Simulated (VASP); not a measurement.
Input of a VASP 6.6.1 run:

File INCAR:

```
SYSTEM = LiH
PREC = Accurate
ENCUT = 520
EDIFF = 1E-6
ISMEAR = 0
SIGMA = 0.02
LREAL = .False.
LASPH = .True.
NELM = 100
ALGO = Normal
ISIF = 2
LWAVE = .False.
LCHARG = .False.
GGA = PE
NBANDS = 9
```

Contents of KPOINTS:

```
Automatic mesh
0
Gamma
  10 10 10
  0 0 0
```

The input POSCAR:

```
LiH
1.0
    0.0000000000      2.1441752503      2.1441752503
    2.1441752503      0.0000000000      2.1441752503
    2.1441752503      2.1441752503      0.0000000000
Li H
1 1
Direct
    0.0000000000      0.0000000000      0.0000000000
    0.2500000000      0.2500000000      0.2500000000
```

Potentials or basis: VASP PAW PBE potentials, release 64 (Li_sv, H).

Run with:

```bash
$ cat potpaw_PBE.64/Li_sv/POTCAR potpaw_PBE.64/H/POTCAR > POTCAR
$ mpirun -np 1 vasp_std > vasp.out
```

Problem. What does it give for the band gap on the k mesh?

Solution. 4.24 eV, indirect (least direct gap 5.27 eV).

 A k mesh can miss the band edges.
